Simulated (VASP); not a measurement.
# PtS2 (P-3m1) in VASP: notebook, part 2 of 2

VASP 6.6.1. The steps go on from the part before.

### Step 4. Single point, r2SCAN

INCAR

```
SYSTEM = PtS2
  PREC = Accurate
  ENCUT = 250
  EDIFF = 1E-7
  ISMEAR = 0
  SIGMA = 0.05
  LREAL = .FALSE.
  LASPH = .TRUE.
  NELM = 100
  ALGO = Normal
  ISIF = 2
  LWAVE = .FALSE.
  LCHARG = .FALSE.
  METAGGA = R2SCAN
  LMIXTAU = .TRUE.
  ADDGRID = .FALSE.
```

KPOINTS

```
regular mesh
0
G
  6 6 4
  0 0 0
```

POSCAR

```
PtS2
1.0
    3.5432000000      0.0000000000      0.0000000000
   -1.7716000000      3.0685012107      0.0000000000
    0.0000000000      0.0000000000      5.0388000000
Pt S
1 2
Direct
    0.0000000000      0.0000000000      0.0000000000
    0.6666666667      0.3333333333      0.7730000000
    0.3333333333      0.6666666667      0.2270000000
```

Potentials or basis: VASP PAW PBE potentials, release 64 (Pt, S).

The run is started by

```sh
$ cat potpaw_PBE.64/Pt/POTCAR potpaw_PBE.64/S/POTCAR > POTCAR
$ mpirun -np 1 vasp_std > vasp.out
```

OUTCAR:

```text
SYSTEM = PtS2
   PREC = Accurate
   ENCUT = 250
   EDIFF = 1E-7
   ISMEAR = 0
   LREAL = .FALSE.
   LASPH = .TRUE.
   NELM = 100
   ISIF = 2
   METAGGA = R2SCAN

 Found     24 irreducible k-points:

 Following reciprocal coordinates:
            Coordinates               Weight
  0.000000  0.000000  0.000000      1.000000
  0.166667 -0.000000  0.000000      6.000000
  0.333333 -0.000000  0.000000      6.000000
  0.500000 -0.000000  0.000000      3.000000
  0.166667  0.166667  0.000000      6.000000
  0.333333  0.166667  0.000000     12.000000
   k-points           NKPTS =     24   k-points in BZ     NKDIM =     24   number of bands    NBANDS=     15
   number of dos      NEDOS =    301   number of ions     NIONS =      3
   total plane-waves  NPLWV =   9072
   dimension x,y,z NGX =    18 NGY =   18 NGZ =   28
   dimension x,y,z NGXF=    36 NGYF=   36 NGZF=   56
   ions per type =               1   2
   NGX,Y,Z   is equivalent  to a cutoff of   8.45,  8.45,  9.24 a.u.
   NGXF,Y,Z  is equivalent  to a cutoff of  16.89, 16.89, 18.48 a.u.
 SYSTEM =  PtS2
   PREC   = accura    normal or accurate (medium, high low for compatibility)
   ISTART =      0    job   : 0-new  1-cont  2-samecut
   ICHARG =      2    charge: 1-file 2-atom 10-const
   ISPIN  =      1    spin polarized calculation?
   LNONCOLLINEAR =      F non collinear calculations
   LSORBIT =      F    spin-orbit coupling
[... 74 lines left out ...]
     14      11.7749      0.00000
[... 77 lines left out ...]
      2      -7.2410      2.00000
      3      -0.8106      2.00000
      4      -0.0011      2.00000
      5       0.8042      2.00000
      6       1.4120      2.00000
      7       1.9099      2.00000
      8       3.0658      2.00000
      9       3.5202      2.00000
     10       3.9818      2.00000
     11       5.4081      2.00000
     12       8.0334      0.00000
     13       8.6246      0.00000
     14      12.6411      0.00000
     15      14.6884      0.00000

 [... further k-points ...]

------------------------ aborting loop because EDIFF is reached ----------------------------------------

  FORCE on cell =-STRESS in cart. coord.  units (eV):
  Direction    XX          YY          ZZ          XY          YZ          ZX
  --------------------------------------------------------------------------------------
  -------------------------------------------------------------------------------------
  Total        2.6024257      2.6024257      2.6539665      0.0000000     -0.0000000      0.0000000
  in kB       76.1096683     76.1096683     77.6170152      0.0000000     -0.0000000      0.0000000
  external PRESSURE =      76.6121172 kB  Pullay stress =       0.0000000 kB

 VOLUME and BASIS-vectors are now :
 -----------------------------------------------------------------------------
  energy-cutoff  :      250.00
  volume of cell :       54.78
      direct lattice vectors                 reciprocal lattice vectors
     3.543200000  0.000000000  0.000000000     0.282230752  0.162946001  0.000000000
    -1.771600000  3.068501211  0.000000000     0.000000000  0.325892001  0.000000000
     0.000000000  0.000000000  5.038800000     0.000000000  0.000000000  0.198459951

 POSITION                                       TOTAL-FORCE (eV/Angst)
 -----------------------------------------------------------------------------------
      0.00000      0.00000      0.00000        -0.000000      0.000000      0.000000
      1.77160      1.02283      3.89499        -0.000000      0.000000     -1.243204
     -0.00000      2.04567      1.14381         0.000000      0.000000      1.243204
 -----------------------------------------------------------------------------------
    total drift:                                0.000000      0.000000     -0.000000

  FREE ENERGIE OF THE ION-ELECTRON SYSTEM (eV)
  ---------------------------------------------------
  free  energy   TOTEN  =       -68.7239598735 eV

  energy  without entropy=      -68.7239598735  energy(sigma->0) =      -68.72395987
```

OSZICAR:

```text
N       E                     dE             d eps       ncg     rms          rms(c)
DAV:   1     0.422305099674E+01    0.42231E+01   -0.72048E+03   791   0.723E+02
DAV:   2    -0.734683617245E+02   -0.77691E+02   -0.75463E+02   951   0.181E+02
DAV:   3    -0.757090843278E+02   -0.22407E+01   -0.22358E+01   881   0.347E+01
[... 13 lines left out ...]
DAV:  17    -0.687239659352E+02    0.15779E-05   -0.47946E-08   654   0.190E-03    0.580E-03
DAV:  18    -0.687239603958E+02    0.55395E-05   -0.18852E-07   640   0.421E-03    0.173E-03
DAV:  19    -0.687239601265E+02    0.26929E-06   -0.11932E-07   556   0.309E-03    0.497E-04
DAV:  20    -0.687239598060E+02    0.32045E-06   -0.51978E-09   423   0.632E-04    0.469E-04
DAV:  21    -0.687239598735E+02   -0.67435E-07   -0.59013E-10   395   0.204E-04
   1 F= -.68723960E+02 E0= -.68723960E+02  d E =-.177688E-17
```

stdout:

```text
POSCAR found type information on POSCAR PtS
 POSCAR found :  2 types and       3 ions
 scaLAPACK will be used
 -----------------------------------------------------------------------------
|                                                                             |
|                                                                             |
|     You enforced a specific xc type in the INCAR file but a different       |
|     I HOPE YOU KNOW WHAT YOU ARE DOING!                                     |
|                                                                             |
 -----------------------------------------------------------------------------

 LDA part: xc-table for (None), standard interpolation
 POSCAR, INCAR and KPOINTS ok, starting setup
 FFT: planning ... GRIDC
 FFT: planning ... GRID_SOFT
 FFT: planning ... GRID
 WAVECAR not read
 entering main loop
```

It took 25 s on 1 thread of Intel Xeon Platinum 8559C (Emerald Rapids), shared host; peak memory 0.13 GiB.

The run converged, but a check on its numbers failed (symmetry, net force, bounds or a known fault of this set-up), so they aren't taken as properties of the crystal.

Caveat: the cutoff lies under the usual one of these potentials, so the numbers hold a large basis-set error; the PAW data sets were made with another functional, which shifts forces and pressure a little; spin-orbit coupling is left out, which moves the levels of the heavy elements.

### Step 5. Single point, r2SCAN

INCAR, as its differences from that of step 4:

```diff
@@ -2,3 +2,3 @@
   PREC = Accurate
-  ENCUT = 250
+  ENCUT = 300
   EDIFF = 1E-7
```

KPOINTS is that of step 4.

POSCAR is that of step 4.

Potentials or basis: VASP PAW PBE potentials, release 64 (Pt, S).

The run is started by

```sh
$ cat potpaw_PBE.64/Pt/POTCAR potpaw_PBE.64/S/POTCAR > POTCAR
$ mpirun -np 1 vasp_std > vasp.out
```

OUTCAR:

```text
SYSTEM = PtS2
   PREC = Accurate
   ENCUT = 300
   EDIFF = 1E-7
   ISMEAR = 0
   LREAL = .FALSE.
   LASPH = .TRUE.
   NELM = 100
   ISIF = 2
   METAGGA = R2SCAN

 Found     24 irreducible k-points:

 Following reciprocal coordinates:
            Coordinates               Weight
  0.000000  0.000000  0.000000      1.000000
  0.166667 -0.000000  0.000000      6.000000
  0.333333 -0.000000  0.000000      6.000000
  0.500000 -0.000000  0.000000      3.000000
  0.166667  0.166667  0.000000      6.000000
  0.333333  0.166667  0.000000     12.000000
[... 188 lines left out ...]
  --------------------------------------------------------------------------------------
  -------------------------------------------------------------------------------------
  Total        3.0078597      3.0078597      3.1005262      0.0000000      0.0000000      0.0000000
  in kB       87.9668562     87.9668562     90.6769501      0.0000000      0.0000000      0.0000000
  external PRESSURE =      88.8702208 kB  Pullay stress =       0.0000000 kB

 VOLUME and BASIS-vectors are now :
 -----------------------------------------------------------------------------
  energy-cutoff  :      300.00
  volume of cell :       54.78
      direct lattice vectors                 reciprocal lattice vectors
     3.543200000  0.000000000  0.000000000     0.282230752  0.162946001  0.000000000
    -1.771600000  3.068501211  0.000000000     0.000000000  0.325892001  0.000000000
     0.000000000  0.000000000  5.038800000     0.000000000  0.000000000  0.198459951

 POSITION                                       TOTAL-FORCE (eV/Angst)
 -----------------------------------------------------------------------------------
      0.00000      0.00000      0.00000         0.000000      0.000000      0.000000
      1.77160      1.02283      3.89499        -0.000000      0.000000     -1.212998
     -0.00000      2.04567      1.14381         0.000000     -0.000000      1.212998
 -----------------------------------------------------------------------------------
    total drift:                                0.000000     -0.000000      0.000000

  FREE ENERGIE OF THE ION-ELECTRON SYSTEM (eV)
  ---------------------------------------------------
  free  energy   TOTEN  =       -68.7392471584 eV

  energy  without entropy=      -68.7392471584  energy(sigma->0) =      -68.73924716
```

OSZICAR:

```text
N       E                     dE             d eps       ncg     rms          rms(c)
DAV:   1     0.160724816999E+02    0.16072E+02   -0.79978E+03   792   0.841E+02
DAV:   2    -0.729275347590E+02   -0.89000E+02   -0.86205E+02   930   0.198E+02
DAV:   3    -0.757295102386E+02   -0.28020E+01   -0.27941E+01   902   0.396E+01
[... 16 lines left out ...]
DAV:  20    -0.687392469312E+02    0.17456E-06   -0.41372E-09   388   0.544E-04    0.447E-04
DAV:  21    -0.687392479407E+02   -0.10095E-05   -0.13217E-09   402   0.375E-04    0.410E-04
DAV:  22    -0.687392467842E+02    0.11565E-05   -0.19878E-09   374   0.448E-04    0.415E-05
DAV:  23    -0.687392472562E+02   -0.47207E-06   -0.40414E-10   402   0.179E-04    0.344E-05
DAV:  24    -0.687392471584E+02    0.97798E-07   -0.96990E-11   395   0.989E-05
   1 F= -.68739247E+02 E0= -.68739247E+02  d E =-.965393E-16
```

Run time: 32 s. Hardware: 1 thread of Intel Xeon Platinum 8559C (Emerald Rapids), shared host; peak memory 0.13 GiB.

The run converged, but some of its settings lie outside the range that counts as converged, so its numbers aren't taken as properties of the crystal.

Results:

| Quantity | Value |
| --- | --- |
| Free energy | -68.7392 eV |
| Pressure | 8.9 GPa |
| Largest force | 1.213 eV/Å |
| Band gap on the k mesh | 1.14 eV, indirect (least direct gap 1.67 eV) |

Caveat: the cutoff is under 1.25 times the usual one of these potentials, so pressure, stress and relaxed cells hold a basis-set (Pulay) error; the PAW data sets were made with another functional, which shifts forces and pressure a little; spin-orbit coupling is left out, which moves the levels of the heavy elements.

### Step 6. Single point, r2SCAN

INCAR, as its differences from that of step 5:

```diff
@@ -2,3 +2,3 @@
   PREC = Accurate
-  ENCUT = 300
+  ENCUT = 900
   EDIFF = 1E-7
```

KPOINTS

```
regular mesh
0
G
  4 4 2
  0 0 0
```

POSCAR is that of step 5.

Potentials or basis: VASP PAW PBE potentials, release 64 (Pt, S).

The run is started by

```sh
$ cat potpaw_PBE.64/Pt/POTCAR potpaw_PBE.64/S/POTCAR > POTCAR
$ mpirun -np 1 vasp_std > vasp.out
```

Wall time 38 s (1 thread of Intel Xeon Platinum 8559C (Emerald Rapids), shared host); peak memory 0.26 GiB.

The run converged, but some of its settings lie outside the range that counts as converged, so its numbers aren't taken as properties of the crystal.

Results:

* Free energy: -68.7587 eV
* Pressure: 9.1 GPa
* Largest force: 1.300 eV/Å
* Band gap on the k mesh: 1.32 eV, indirect (least direct gap 1.97 eV)

Caveat: the k mesh is coarse (spacing up to 0.62 Å⁻¹), so the values aren't converged; the PAW data sets were made with another functional, which shifts forces and pressure a little; spin-orbit coupling is left out, which moves the levels of the heavy elements.
